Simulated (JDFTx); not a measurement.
GaSb:

```
Sb Ga
1.0
     0.00000    3.05900    3.05900
     3.05900    0.00000    3.05900
     3.05900    3.05900    0.00000
Sb Ga
1 1
Direct
  0.75000 0.75000 0.75000
  0.00000 0.00000 0.00000
```

Base run:

- Program: JDFTx 1.7.0 (patched build)
- Functional: LDA
- Potentials or basis: PseudoDojo-SR-LDA-0.4.1-standard with smoothed tails
- Cutoff: 1143 eV
- Density cutoff: 9143 eV
- k mesh: 8 × 8 × 8
- Occupations: fermi-dirac, width 0.05 eV
- Spin: no spin polarisation

Its results: band gap on the k mesh none (metal or under the smearing width); pressure -1.8 GPa.

The run is repeated on the same cell with these changes: functional from LDA to PBEsol; potentials or basis from PseudoDojo-SR-LDA-0.4.1-standard with smoothed tails to PseudoDojo-SR-PBEsol-0.4.1-standard with smoothed tails; cutoff from 1143 eV to 1088 eV; density cutoff from 9143 eV to 8708 eV. What comes out?

Band gap on the k mesh none (metal or under the smearing width); pressure -0.2 GPa.

Caveats: this crystal is a semiconductor, whose small gap the functional closes, so the metal is an error of the method; the empty levels aren't tightly converged (some runs).
